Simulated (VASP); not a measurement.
A run of VASP 6.6.1 is set up as follows.

INCAR

```
ALGO = Normal
EDIFF = 1E-8
ENCUT = 520
GGA = PE
ISIF = 2
ISMEAR = 0
LASPH = True
LCHARG = False
LEPSILON = True
LREAL = False
LWAVE = False
NELM = 60
PREC = Accurate
SIGMA = 0.05
```

KPOINTS

```
k-points
0
Gamma
  6 6 4
```

File POSCAR:

```
La2O3
1.0
    3.9380000000      0.0000000000      0.0000000000
   -1.9690000000      3.4104080401      0.0000000000
    0.0000000000      0.0000000000      6.1360000000
La O
2 3
Direct
    0.3333333333      0.6666666667      0.2454000000
    0.6666666667      0.3333333333      0.7546000000
    0.3333333333      0.6666666667      0.6471000000
    0.6666666667      0.3333333333      0.3529000000
    0.0000000000      0.0000000000      0.0000000000
```

Potentials or basis: VASP PAW PBE potentials, release 64 (La, O).

Launch:

```console
$ cat potpaw_PBE.64/La/POTCAR potpaw_PBE.64/O/POTCAR > POTCAR
$ mpirun -np 1 vasp_std > vasp.out
```

Problem. Predict the electronic dielectric tensor (diagonal).

Solution. 4.82, 4.82, 4.69.

Problem. Estimate the Born charges (mean of the diagonal).

Solution. La +4.09; O -2.75, -2.66 e.

Problem. What does it give for the band gap on the k mesh?

Solution. 3.86 eV, indirect (least direct gap 3.98 eV).

Born effective charge tensors (e):
atom 1, La
```
4.22 0.00 0.00
0.00 4.22 0.00
0.00 0.00 3.81
```
atom 2, La
```
4.22 0.00 0.00
0.00 4.22 0.00
0.00 0.00 3.81
```
atom 3, O
```
-2.87  0.00  0.00
 0.00 -2.87  0.00
 0.00  0.00 -2.52
```
atom 4, O
```
-2.87  0.00  0.00
 0.00 -2.87  0.00
 0.00  0.00 -2.52
```
atom 5, O
```
-2.71  0.00  0.00
 0.00 -2.71  0.00
 0.00  0.00 -2.57
```

Caveat: spin-orbit coupling is left out, which moves the levels of the heavy elements. A k mesh can miss the band edges.
